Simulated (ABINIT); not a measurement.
Crystal: SiO2.

```
CELL_PARAMETERS angstrom
4.23317 0.00000 0.00000
0.00000 4.23317 0.00000
0.00000 0.00000 2.69349
ATOMIC_POSITIONS crystal
Si 0.00000 0.00000 0.00000
Si 0.50000 0.50000 0.50000
O 0.80684 0.19316 0.50000
O 0.30684 0.30684 0.00000
O 0.19316 0.80684 0.50000
O 0.69316 0.69316 0.00000
```

The cell comes from a database or a generator and needn't be the stable form of this composition.

| Item | Value |
| --- | --- |
| Program | ABINIT 10.8.3 (patched build) |
| Task | single point |
| Functional | PBE |
| Potentials or basis | JTH PAW PBE v2.0 |
| Cutoff | 626 eV |
| k mesh | 6 × 6 × 10 |
| Occupations | fermi-dirac, width 0.05 eV |
| Spin | no spin polarisation |

On this cell: pressure -2.4 GPa; largest force 0.068 eV/Å; band gap on the k mesh 4.99 eV, direct.

The same run follows on a disturbed copy (atoms moved at random, drawn with an rms of 0.05 Å):

```xyz
6
Lattice="4.2332 0.0000 0.0000 0.0000 4.2332 0.0000 0.0000 0.0000 2.6935" Properties=species:S:1:pos:R:3 pbc="T T T"
Si    0.0008    0.0094   -0.0164
Si    2.1306    2.1251    1.3752
O     3.4267    0.8291    1.2893
O     1.2447    1.3345    0.0012
O     0.8246    3.4161    1.3451
O     2.9881    2.9215    0.0477
```

What does the disturbed cell give?

The energy moves by +19.8 meV/atom; pressure -3.0 GPa; largest force 1.299 eV/Å; band gap on the k mesh 4.87 eV, direct.

Forces on the atoms (eV/Å):
```
Si   0.377 -0.158 -0.161
Si  -0.360 -0.049 -0.198
O   -0.573 -0.204  1.147
O    1.228  0.091 -0.075
O    0.238  0.447  0.138
O   -0.910 -0.126 -0.851
```

Stress tensor (GPa, compression positive):
```
-4.45 -0.42 -0.65
-0.42 -1.64  0.07
-0.65  0.07 -2.82
```

Caveats: the atomic spheres overlap (some runs).

A k mesh can miss the band edges.
